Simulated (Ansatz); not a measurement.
FeO: pressure and energy above lowest point against volume scale

Results calculated with Ansatz 0.2.0, not measured. Free energy against uniform scaling of the volume at fixed shape and fractions; periodic cell, basis, potentials, k mesh and filling as listed.

The cell before it is scaled or strained (space group I4/mmm, No. 139):
```
CELL_PARAMETERS angstrom
2.58360 -1.57490 0.00000
2.58360 1.57490 0.00000
-1.32690 0.00000 4.99390
ATOMIC_POSITIONS crystal
Fe 0.50000 0.50000 0.50000
Fe 0.00000 0.00000 0.00000
O 0.75000 0.75000 0.25000
O 0.25000 0.25000 0.75000
```

Settings of every row: functional r2SCAN; dispersion none; potentials PAW; wave cutoff 550 eV; density cutoff 2200 eV; k mesh 8x8x5; k shift 0x0x0; occupations gaussian; smearing width 0.1 eV; spin collinear.

Limits: a known weakness of the program can leave such a cell on a higher state; coarse k mesh, up to 40 meV an atom off; state may not be the lowest; the cell comes from a prototype or a list of computed structures and needn't be the stable phase.

| row | volume scale | V (Å³/atom) | pressure (GPa) | energy above lowest point (meV/atom) |
| --- | --- | --- | --- | --- |
| 1 | 0.9474 | 9.625 | 7.13 | 7.2 |
| 2 | 0.9737 | 9.893 | 1.64 | 0 |
| 3 | 1 | 10.16 | -3.08 | 1.3 |
| 4 | 1.0263 | 10.427 | ? | ? |
| 5 | 1.0526 | 10.694 | -10.66 | 24.8 |

Question: what pressure and energy above lowest point should row 4 give?

Worked fit of pressure. Take u = (V_r/V)^(2/3) − 1 with V_r = 10.027 Å³ an atom, which is twice the finite (Eulerian) strain; such expansions in the strain, on which the Birch-Murnaghan equation of state is built, carry the rest volume and the bulk modulus. The shown rows have u = 0.02765, 0.00901, -0.00875, -0.04203. Least squares give pressure = −0.814 + 266.2 × u + 760.3 × u² GPa; a straight line predicts inner rows, each left out in turn, worse (root mean square 0.58 against 0.013 GPa). The rows lie off it by 0.00, -0.01, 0.01, 0.00. The withheld row has u = -0.02574, so the fit gives −0.814 + 266.2 × (-0.02574) + 760.3 × (-0.02574)² = -7.16 GPa.

The calculation gave -7.15 GPa. The fit lies 0.01 GPa (0.056 % of the column's range) below it, one unit of the last digit.

Worked fit of energy above lowest point. Take u = (V_r/V)^(2/3) − 1 with V_r = 10.027 Å³ an atom, which is twice the finite (Eulerian) strain; such expansions in the strain, on which the Birch-Murnaghan equation of state is built, carry the rest volume and the bulk modulus. The shown rows have u = 0.02765, 0.00901, -0.00875, -0.04203. Least squares give energy above lowest point = −0.32 − 73.4 × u + 12477 × u² meV/atom; a straight line predicts inner rows, each left out in turn, worse (root mean square 9.5 against 0.062 meV/atom). All shown rows lie on it to the printed digit. The withheld row has u = -0.02574, so the fit gives −0.32 − 73.4 × (-0.02574) + 12477 × (-0.02574)² = 9.8 meV/atom.

The calculation gave 9.9 meV/atom. The fit lies 0.1 meV/atom (1 % of the value, 0.4 % of the column's range) below it, one unit of the last digit.
